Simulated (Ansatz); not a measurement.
# GaN: the cost of one run

Computed with Ansatz 0.2.0 (DFT LDA, scalar-relativistic, plane waves, PAW, unless a step's input says otherwise).

2 further runs of the same task are left out: 1 that didn't finish, 1 set aside as unsound or not needed.

### Step 1. The system as given

Symmetry: Fm-3m, No. 225, cubic system. Conventional cell: a = 4.181 Å, b = 4.181 Å, c = 4.181 Å, α = 90.00°, β = 90.00°, γ = 90.00°. Ga (site symmetry m-3m) has 6 N at 2.09 Å as nearest neighbours. N (site symmetry m-3m) is surrounded by 6 Ga at 2.09 Å.

Coordinates:

```
CELL_PARAMETERS angstrom
0.00000 4.18100 -4.18100
-4.18100 0.00000 -4.18100
-4.18100 4.18100 0.00000
ATOMIC_POSITIONS crystal
Ga 0.50000 0.50000 0.00000
Ga 0.00000 0.50000 0.00000
Ga 0.50000 0.00000 0.00000
Ga 0.00000 0.00000 0.00000
Ga 0.50000 0.50000 0.50000
Ga 0.00000 0.50000 0.50000
Ga 0.50000 0.00000 0.50000
Ga 0.00000 0.00000 0.50000
N 0.75000 0.75000 0.25000
N 0.25000 0.75000 0.25000
N 0.75000 0.25000 0.25000
N 0.25000 0.25000 0.25000
N 0.75000 0.75000 0.75000
N 0.25000 0.75000 0.75000
N 0.75000 0.25000 0.75000
N 0.25000 0.25000 0.75000
```

It goes back to an entry of the Materials Project, which need not be the stable form.

It is built from the cell relaxed beforehand with the same method (9.14 Å³/atom).

### Step 2. Zero of the scan

The input, input.yaml:

```yaml
crystal:
  lattice:
    - [0.0, 4.1810040568, -4.1810040568]
    - [-4.1810040568, 0.0, -4.1810040568]
    - [-4.1810040568, 4.1810040568, 0.0]
  atoms:
    - { symbol: Ga, position: [0.5, 0.5, 0.0] }
    - { symbol: Ga, position: [0.0, 0.5, 0.0] }
    - { symbol: Ga, position: [0.5, 0.0, 0.0] }
    - { symbol: Ga, position: [0.0, 0.0, 0.0] }
    - { symbol: Ga, position: [0.5, 0.5, 0.5] }
    - { symbol: Ga, position: [0.0, 0.5, 0.5] }
    - { symbol: Ga, position: [0.5, 0.0, 0.5] }
    - { symbol: Ga, position: [0.0, 0.0, 0.5] }
    - { symbol: "N", position: [0.75, 0.75, 0.25] }
    - { symbol: "N", position: [0.25, 0.75, 0.25] }
    - { symbol: "N", position: [0.75, 0.25, 0.25] }
    - { symbol: "N", position: [0.25, 0.25, 0.25] }
    - { symbol: "N", position: [0.75, 0.75, 0.75] }
    - { symbol: "N", position: [0.25, 0.75, 0.75] }
    - { symbol: "N", position: [0.75, 0.25, 0.75] }
    - { symbol: "N", position: [0.25, 0.25, 0.75] }
basis:
  ecutwfc: 420
kpoints:
  mp_grid: { grid: [6, 6, 6] }
hamiltonian:
  xc: lda
scf:
  occupations: { method: gaussian, width: 0.05 }
output:
  forces: true
  stress: true
  eigenvalues: true
  write_density: true
  write_potential: true
  elf: true
  volumetric_format: npy
```

Command:

```console
> ansatz run input.yaml --threads 2 --pin off --max-ram 5120MiB --backend cpu --events-out ev --progress --plain --runs-dir out
```

What time and memory should one allow on 2 threads of Arm Neoverse V2, shared host?

About 8.2 s, with a peak of 0.53 GiB.
